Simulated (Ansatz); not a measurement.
## Moving the choice of potentials or basis in NiO

The structure is cubic, space group Fm-3m (No. 225). The conventional cell has a = 4.172 Å, b = 4.172 Å, c = 4.172 Å, α = 90.00°, β = 90.00°, γ = 90.00°. Around Ni (site symmetry m-3m) lie 6 O at 2.09 Å. O (site symmetry m-3m) has 6 Ni at 2.09 Å as nearest neighbours.

Kept alike: task band structure; functional PBE; k mesh 11 × 11 × 11; occupations fermi-dirac, width 0.05 eV; collinear spin, ferromagnetic start. Program: Ansatz. Cutoffs run from 930 to 2400 eV. The mesh is that of the run's cell of 2 atoms. No spin-orbit coupling.

| choice of potentials or basis | pressure (GPa) | moment of the cell (μB) |
| --- | --- | --- |
| Ansatz NC | 6.71 | 1.85 |
| Ansatz PAW (files of its older set among them) | 6.00 | 1.75 |
| JTH PAW | 6.29 | 1.73 |
| PseudoDojo standard (PBE files) | 6.08 | 1.83 |
| PseudoDojo stringent (PBE files) | 6.20 | 1.83 |
| SPMS NC | 3.11 | 1.63 |

Pressure is positive in compression, with a Pulay correction for the finite cutoff. For a metal such a mesh leaves the last digits unconverged. The measured crystal is an antiferromagnetic insulator; a metallic or parallel state is the runs' own. The runs hold the magnetic state that their start led to, which needn't be the lowest.

The pressure runs from 3.11 (SPMS NC) to 6.71 GPa (Ansatz NC). The moment of the cell runs from 1.63 (SPMS NC) to 1.85 μB (Ansatz NC).
